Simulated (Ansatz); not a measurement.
**SiNi: relaxation of cell and atoms with RPBE**

SiNi:

```
CELL_PARAMETERS angstrom
5.17310 0.00000 0.00000
0.00000 3.33810 0.00000
0.00000 0.00000 5.60490
ATOMIC_POSITIONS crystal
Ni 0.99221 0.75000 0.81248
Ni 0.50779 0.25000 0.31248
Ni 0.49221 0.75000 0.68752
Ni 0.00779 0.25000 0.18752
Si 0.67872 0.25000 0.91750
Si 0.82128 0.75000 0.41750
Si 0.17872 0.25000 0.58250
Si 0.32128 0.75000 0.08250
```

```json
{
  "Program": "Ansatz 0.2.0",
  "Task": "relaxation of cell and atoms",
  "Functional": "RPBE",
  "Potentials or basis": "Ansatz PAW",
  "Cutoff": "420 eV (not typed: the program's choice for these potentials)",
  "k mesh": "5 × 8 × 5",
  "Occupations": "fermi-dirac, width 0.05 eV",
  "Spin": "collinear spin, ferromagnetic start",
  "Starting moments": "[1.0, 1.0, 1.0, 1.0, 0.0, 0.0, 0.0, 0.0] μB"
}
```

```
Relaxed volume                         : 12.47 Å³/atom
Relaxed cell                           : a = 5.163 Å, b = 3.420 Å, c = 5.650 Å, α = 90.00°, β = 90.00°, γ = 90.00°
Space group after relaxing (to 0.05 Å) : Pnma (No. 62)
Energy gained by relaxing              : 7.8 meV/atom
Ionic steps                            : 5
Pressure after relaxing                : 0.0 GPa
Largest force after relaxing           : 0.007 eV/Å
Band gap on the k mesh                 : none (metal or under the smearing width)
Net moment                             : 0.00 μB per cell
Absolute moment                        : 0.00 μB per cell
```

Forces in eV/Å, atoms in the order of the input:
```
Ni  -0.001  0.000 -0.002
Ni   0.001  0.000 -0.002
Ni  -0.001  0.000  0.002
Ni   0.001  0.000  0.002
Si  -0.002  0.000 -0.007
Si   0.002  0.000 -0.007
Si  -0.002  0.000  0.007
Si   0.002  0.000  0.007
```

The path:
```tsv
step	energy change (eV)	largest force (eV/Å)	volume (Å³)
1	0.0000	0.0749	96.79
2	-0.0500	0.0423	98.44
3	-0.0611	0.0178	99.71
4	-0.0611	0.0068	99.76
5	-0.0620	0.0070	99.76
```

Final structure:
```xyz
8
Lattice="5.1630 0.0000 0.0000 0.0000 3.4199 0.0000 0.0000 0.0000 5.6496" Properties=species:S:1:pos:R:3 pbc="T T T"
Ni    5.1201    2.5649    4.5825
Ni    2.6245    0.8550    1.7577
Ni    2.5386    2.5649    3.8919
Ni    0.0430    0.8550    1.0671
Si    3.5031    0.8550    5.1690
Si    4.2415    2.5649    2.3442
Si    0.9215    0.8550    3.3055
Si    1.6600    2.5649    0.4807
```

Levels at points of the mesh, in eV from the Fermi level:
Spin up:
| k point | band 42 | band 43 | band 44 | band 45 | band 46 | band 47 |
| --- | --- | --- | --- | --- | --- | --- |
| (0.00, 0.00, 0.00) | -1.25 | -1.09 | -0.88 | 0.65 | 1.22 | 3.18 |
| (0.00, -0.50, 0.00) | -1.84 | -1.36 | -1.36 | -0.57 | -0.57 | 1.92 |
Spin down:
| k point | band 40 | band 41 | band 42 | band 43 | band 44 | band 45 | band 46 | band 47 | band 48 | band 49 |
| --- | --- | --- | --- | --- | --- | --- | --- | --- | --- | --- |
| (0.00, 0.00, 0.00) | -1.86 | -1.76 | -1.25 | -1.09 | -0.88 | 0.65 | 1.22 | 3.18 | 3.64 | 3.87 |
| (0.00, -0.50, 0.00) | -2.04 | -1.84 | -1.84 | -1.36 | -1.36 | -0.57 | -0.57 | 1.92 | 1.92 | 2.45 |

Wall time 62 s on 4 threads of Arm Neoverse V2, with other jobs on the host, peak memory 0.7 GiB.

The cell as given is a measured one (12.10 Å³/atom); RPBE puts the equilibrium volume +3.1 % from it, thermal expansion not counted.

Caveat: the plane-wave basis is chosen anew once the cell has moved, so the energies of steps on either side of that aren't comparable; the PAW data sets come from PBE, with cores solved anew for the run's functional, which leaves a small shift of forces and pressure; the starting moments weren't kept.
